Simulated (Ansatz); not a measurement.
A 2-atom cell of KBr started from a crystallographic database, relaxed with r2SCAN in the PAW code Ansatz: space group Fm-3m (No. 225), cubic; a = 6.605 Å in the conventional setting, 36.02 Å³ an atom. K has 6 Br at 3.30 Å; Br has 6 K at 3.30 Å. The cell was then strained (x, y and z are the cube axes), with the atoms relaxed again; stress is positive in compression. The values are computed, spin-unpolarised, and not measurements.

- Uniaxial -1.12 % along z, other directions held: r2SCAN's stress changes by +0.47 GPa along the strain and +0.05 GPa across it.
- Isotropic -1.61 % on every length: the pressure changes by +0.88 GPa, and the HSE06 gap (Γ) goes from 5.596 to 5.743 eV.

**Estimate C₁₁, C₁₂ and the bulk modulus from the uniaxial step.** With compression positive, C₁₁ ≈ −Δσ∥/ε = (-0.47)/(-0.0112) = 42 GPa and C₁₂ ≈ (-0.05)/(-0.0112) = 4 GPa; B = (C₁₁ + 2C₁₂)/3 = 17 GPa. A one-sided step carries third-order terms: it reads high by some per cent.

**What bulk modulus does the isotropic step give?** Δ ln V = 3 ln(0.9839) = -0.0487, so B ≈ −ΔP/Δ ln V = 18 GPa, against 17 GPa from C₁₁ and C₁₂; one-sided steps of finite size carry third-order terms.

**Give the volume deformation potential of that gap and its pressure coefficient.** a_V = ΔE_g/Δ ln V = (+0.147)/(-0.0487) = -3.02 eV; dE_g/dP = −a_V/B = +167 meV/GPa, with HSE06's gap and r2SCAN's modulus.

Spin-orbit coupling is left out.

The meshes of the hybrids are coarse, so their gaps aren't converged to the digits shown.
